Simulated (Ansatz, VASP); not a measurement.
One calculation of Sb, two programs

```xyz
1
Lattice="2.6922 0.0000 0.0000 0.0000 2.6922 0.0000 0.0000 0.0000 2.6922" Properties=species:S:1:pos:R:3 pbc="T T T"
Sb    0.0000    0.0000    0.0000
```

Change from the starting cell: volume scaled by 0.68, LAPW.

Alike in both runs: task single point; functional PBEsol; k mesh 14 × 14 × 14; occupations fermi-dirac, width 0.05 eV; no spin polarisation.

|  | VASP | Ansatz |
| --- | --- | --- |
| version | VASP 6.6.1 | Ansatz 0.2.0 |
| potentials or method | VASP PAW PBE potentials, release 64 (Sb), cutoff 520 eV | all-electron LAPW, scalar-relativistic |

Ansatz gave:

- pressure (GPa): 58.7

Problem. What did VASP give for the same quantities?

Solution. Pressure (GPa): 60.5.

Ansatz ran all-electron here, so the differences hold the error of VASP's frozen core and of both bases.

Caveats: the cell as given lies far from equilibrium; so large a pressure means that the cell lies far from this level's equilibrium, or that cutoff or potentials fall short (VASP); the potentials were made for another functional, which shifts forces and pressure (VASP). The runs have no spin-orbit coupling, so splittings on Sb are missing.
